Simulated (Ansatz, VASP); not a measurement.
# One calculation of BaTiO3, two programs

The input INCAR:

```
SYSTEM = BaTiO3
  PREC = Accurate
  ENCUT = 520
  EDIFF = 1E-7
  ISMEAR = 0
  SIGMA = 0.02
  LREAL = .False.
  LASPH = .True.
  NELM = 100
  ALGO = Normal
  ISIF = 2
  LWAVE = .False.
  LCHARG = .True.
  GGA = PS
  LELF = .True.
  LVHAR = .True.
  NBANDS = 28
```

File KPOINTS:

```
regular mesh
0
Gamma
  8 8 8
  0 0 0
```

POSCAR

```
BaTiO3
1.0
    3.9301706377      0.0000000000      0.0000000000
    0.0000000000      3.9301706377      0.0000000000
    0.0000000000      0.0000000000      3.9980479129
Ba Ti O
1 1 3
Direct
    0.5000000000      0.5000000000      0.5000000000
    0.0000000000      0.0000000000      0.0000000000
    0.5000000000      0.0000000000      0.0000000000
    0.0000000000      0.5000000000      0.0000000000
    0.0000000000      0.0000000000      0.5000000000
```

Input for Ansatz:

```yaml
crystal:
  lattice:
    - [3.9301706377, 0.0, 0.0]
    - [0.0, 3.9301706377, 0.0]
    - [0.0, 0.0, 3.9980479129]
  atoms:
    - { symbol: Ba, position: [0.5, 0.5, 0.5] }
    - { symbol: Ti, position: [0.0, 0.0, 0.0] }
    - { symbol: O, position: [0.5, 0.0, 0.0] }
    - { symbol: O, position: [0.0, 0.5, 0.0] }
    - { symbol: O, position: [0.0, 0.0, 0.5] }
basis:
  ecutwfc: 420
kpoints:
  mp_grid: { grid: [8, 8, 8] }
  band_path: { path: [VBM, CBM], npoints: 2 }
hamiltonian:
  xc: pbesol
scf:
  occupations: { method: gaussian, width: 0.02 }
output:
  forces: true
  stress: true
  eigenvalues: true
checkpoint:
  read: start.run
  write: ck
  compress: false
  write_wavefunctions: false
  write_every: 100000
```

Alike in both runs: task single point; functional PBEsol; k mesh 8 × 8 × 8; occupations gaussian, width 0.02 eV; no spin polarisation.

|  | VASP | Ansatz |
| --- | --- | --- |
| version | VASP 6.6.1 | Ansatz 0.2.0 |
| potentials or method | VASP PAW PBE potentials, release 64 (Ba_sv, Ti_sv, O) | scalar-relativistic, plane waves, PAW |
| plane-wave cutoff (eV) | 520 | 420 |
| valence electrons in the cell | 40 | 40 |

```csv
,VASP,Ansatz,Ansatz less VASP
gap on the k mesh at the Fermi level (eV),1.73,1.80,+0.071
least direct gap on the mesh (eV),1.86,1.89,+0.030
pressure (GPa),4.6,2.5,-2.09
largest component of the traceless stress (GPa),2.55,2.48,-0.079
```

The functional is the same, so the differences come from potentials, cutoffs and numerics.

Caveats: the PAW data sets were made with another functional, which shifts forces and pressure a little (VASP); spin-orbit coupling is left out, which moves the levels of the heavy elements. Expect the measured gap to be larger: semilocal functionals such as PBEsol lack the derivative discontinuity. A k mesh can miss the band edges.
